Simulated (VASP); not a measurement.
# Ti: relaxation of shape and atoms at fixed volume with PBE

The system is Ti.

```
Ti
1.0
     2.92651    0.00000    0.00000
    -1.46325    2.53443    0.00000
     0.00000    0.00000    4.60660
Ti
2
Direct
  0.33333 0.66667 0.25000
  0.66667 0.33333 0.75000
```

```
Program                : VASP 6.6.1
Task                   : relaxation of shape and atoms at fixed volume
Functional             : PBE
Potentials or basis    : VASP PAW PBE potentials, release 64 (Ti)
Cutoff                 : 300 eV
k mesh                 : 8 × 8 × 4
Occupations            : methfessel-paxton, width 0.1 eV
Spin                   : no spin polarisation
Further INCAR settings : ALGO = Normal; EDIFF = 1e-07; IBRION = 2; EDIFFG = -0.01; NSW = 40; ISIF = 4
```

* Pressure after relaxing: 0.0 GPa
* Band gap on the k mesh: none (metal or under the smearing width)

Final structure:
```
Ti
1.0
     2.92651    0.00000    0.00000
    -1.46325    2.53443    0.00000
     0.00000    0.00000    4.60660
Ti
2
Direct
  0.33333 0.66667 0.25000
  0.66667 0.33333 0.75000
```

Levels at points of the mesh, in eV from the Fermi level:
| k point | band 1 | band 2 | band 3 | band 4 | band 5 | band 6 | band 7 | band 8 |
| --- | --- | --- | --- | --- | --- | --- | --- | --- |
| (0.00, 0.00, 0.00) | -6.22 | -2.75 | 0.69 | 0.69 | 0.79 | 0.84 | 1.20 | 1.20 |
| (0.50, 0.00, 0.00) | -2.39 | -2.25 | -1.93 | -0.68 | 0.36 | 0.58 | 1.12 | 3.26 |
| (0.00, 0.00, 0.50) | -4.33 | -4.33 | 0.04 | 0.04 | 0.58 | 0.58 | 0.58 | 0.58 |
| (0.50, 0.00, 0.50) | -2.62 | -2.62 | -0.88 | -0.88 | 1.27 | 1.27 | 1.64 | 1.64 |

Wall time 3.1 s on 1 thread of Intel(R) Xeon(R) 6975P-C (Granite Rapids), with other jobs on the host, peak memory 0.12 GiB.

Caveat: the relaxation stopped at its first step, so nothing moved.
